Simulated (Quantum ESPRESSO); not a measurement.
Crystal: Sb.

```
Sb
1.0
     3.16000    0.00000    0.00000
     0.00000    3.16000    0.00000
     0.00000    0.00000    3.16000
Sb
1
Direct
  0.00000 0.00000 0.00000
```

This isn't the form of Sb at room conditions, which is rhombohedral.

| Quantity | Value |
| --- | --- |
| Program | Quantum ESPRESSO 7.5 |
| Task | relaxation of cell and atoms |
| Functional | PBEsol |
| Dispersion | rVV10 |
| Potentials or basis | GBRV 1.5 PBEsol |
| Cutoff | 612 eV |
| Density cutoff | 4898 eV |
| k mesh | 8 × 8 × 8 |
| Occupations | fermi-dirac, width 0.05 eV |
| Spin | no spin polarisation |

At the start: pressure -6.6 GPa; volume 31.55 Å³/atom.

Task: Where does the relaxation end?

Result: Over 18 steps the energy falls by 78.2 meV/atom and the volume is 27.96 Å³/atom (-11.4 %); space group Pm-3m (No. 221, to 0.05 Å).

The path:
```csv
step,energy change (eV),largest force (eV/Å),pressure (GPa),volume (Å³)
1,0.0000,0.0000,-6.64,31.55
2,-0.0424,0.0000,-4.91,30.34
3,-0.0775,0.0000,-1.05,28.37
4,-0.0551,0.0000,4.37,26.38
5,-0.0591,0.0000,3.94,26.53
6,-0.0656,0.0000,3.12,26.80
7,-0.0723,0.0000,2.02,27.18
8,-0.0771,0.0000,0.77,27.64
9,-0.0783,0.0000,-0.49,28.14
10,-0.0783,0.0000,-0.48,28.14
11,-0.0783,0.0000,-0.46,28.13
12,-0.0783,0.0000,-0.43,28.11
13,-0.0783,0.0000,-0.38,28.10
14,-0.0783,0.0000,-0.33,28.08
15,-0.0783,0.0000,-0.27,28.05
16,-0.0783,0.0000,-0.21,28.03
17,-0.0783,0.0000,-0.13,27.99
18,-0.0782,0.0000,-0.04,27.96
```

Final structure:
```cif
data_structure
_symmetry_space_group_name_H-M 'P 1'
_symmetry_Int_Tables_number 1
_cell_length_a 3.0351
_cell_length_b 3.0351
_cell_length_c 3.0351
_cell_angle_alpha 90.000
_cell_angle_beta 90.000
_cell_angle_gamma 90.000
_cell_volume 27.96
loop_
_atom_site_label
_atom_site_type_symbol
_atom_site_fract_x
_atom_site_fract_y
_atom_site_fract_z
_atom_site_occupancy
Sb1 Sb 0.00000 0.00000 0.00000 1
```

Caveat: rVV10's parameter b was fitted to another functional.
